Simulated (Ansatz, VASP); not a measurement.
Tc: 3 runs at one level of theory

```xyz
2
Lattice="2.7400 0.0000 0.0000 -1.3700 2.3729 0.0000 0.0000 0.0000 4.3980" Properties=species:S:1:pos:R:3 pbc="T T T"
Tc    1.3700    0.7910    3.2985
Tc    0.0000    1.5819    1.0995
```

Alike in all runs: task single point; functional LDA; k mesh 11 × 11 × 6; occupations gaussian, width 0.05 eV; no spin polarisation; no spin-orbit coupling. LDA stands for any of its common fits. Pressure is positive in compression and, in plane waves, holds the error of the finite cutoff, which Ansatz's Pulay term estimates and takes out.

| program and potentials | plane-wave cutoff (eV) | notes | pressure (GPa) |
| --- | --- | --- | --- |
| Ansatz, Ansatz PAW (files of its older set among them) | 500 | potentials made for PBE, which Ansatz adapts in part; Pulay term of +0.07 GPa included | -11.94 |
| VASP, LDA PAW files Tc_sv_GW, 550 eV | 550 | - | -12.89 |
| Ansatz, all-electron LAPW, scalar-relativistic | - | - | ? |

Question: Estimate from the other rows what the run with Ansatz, all-electron LAPW, scalar-relativistic gave.

Answer: Pressure -11.93 GPa. The other rows, which needn't bracket it: pressure -12.89 to -11.94.
